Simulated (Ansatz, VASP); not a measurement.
## One calculation of Sb, two programs

```
Sb
1.0
     3.11819    0.06320    0.06320
     0.06320    3.11819   -0.06320
     0.06320   -0.06320    3.11819
Sb
1
Direct
  0.00000 0.00000 0.00000
```

Alike in both runs: task single point; functional PBEsol; k mesh 12 × 12 × 12; occupations gaussian, width 0.1 eV; no spin polarisation.

|  | VASP | Ansatz |
| --- | --- | --- |
| version | VASP 6.6.1 | Ansatz 0.2.0 |
| potentials or method | VASP PAW PBE potentials, release 64 (Sb) | scalar-relativistic, plane waves, PAW |
| plane-wave cutoff (eV) | 520 | 420 |
| valence electrons in the cell | 5 | 15 |

```csv
,VASP,Ansatz,Ansatz less VASP
gap on the k mesh at the Fermi level (eV),none,none,-
pressure (GPa),-2.9,-2.9,-0.06
largest component of the traceless stress (GPa),0.41,0.42,+0.006
```

A gap of «none» marks a metal or a gap that the smearing closes. With one functional, cell and mesh, what is left measures potentials, basis and numerics. The two sets of potentials don't hold the same shells in valence.

Caveats: the PAW data sets were made with another functional, which shifts forces and pressure a little (VASP). Spin-orbit coupling is left out, which matters for the levels of Sb.
